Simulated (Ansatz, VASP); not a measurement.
**Two plane-wave programs on Os**

```xyz
2
Lattice="2.7341 0.0000 0.0000 -1.3671 2.3678 0.0000 0.0000 0.0000 4.3197" Properties=species:S:1:pos:R:3 pbc="T T T"
Os    1.3671    0.7893    3.2398
Os    0.0000    1.5785    1.0799
```

Alike in both runs: task relaxation of cell and atoms; functional revPBE; k mesh 11 × 11 × 6; occupations fermi-dirac, width 0.05 eV; no spin polarisation.

|  | VASP | Ansatz |
| --- | --- | --- |
| version | VASP 6.6.1 | Ansatz 0.2.0 |
| potentials or method | VASP PAW PBE potentials, release 64 (Os) | Ansatz PAW |
| plane-wave cutoff (eV) | 600 | 420 |
| valence electrons in the cell | 16 | 32 |

Ansatz gave:

```
relaxed volume (Å³/atom)                                     : 14.39
relaxed cell length with the largest relative difference (Å) : 4.360
energy change over the relaxation (meV/atom)                 : -14
```

Q: Estimate VASP's values.

A: Relaxed volume (Å³/atom): 14.38; relaxed cell length with the largest relative difference (Å): 4.358; energy change over the relaxation (meV/atom): -14.

The two sets of potentials don't hold the same shells in valence.

Caveats: the PAW data sets were made with another functional, which shifts forces and pressure a little (VASP); the plane-wave basis is chosen anew once the cell has moved, so the energies of steps on either side of that aren't comparable (Ansatz); the PAW data sets come from PBE, with cores solved anew for the run's functional, which leaves a small shift of forces and pressure (Ansatz). Spin-orbit coupling is left out, which matters for the levels of Os. Zero-point motion and thermal expansion aren't in these numbers.
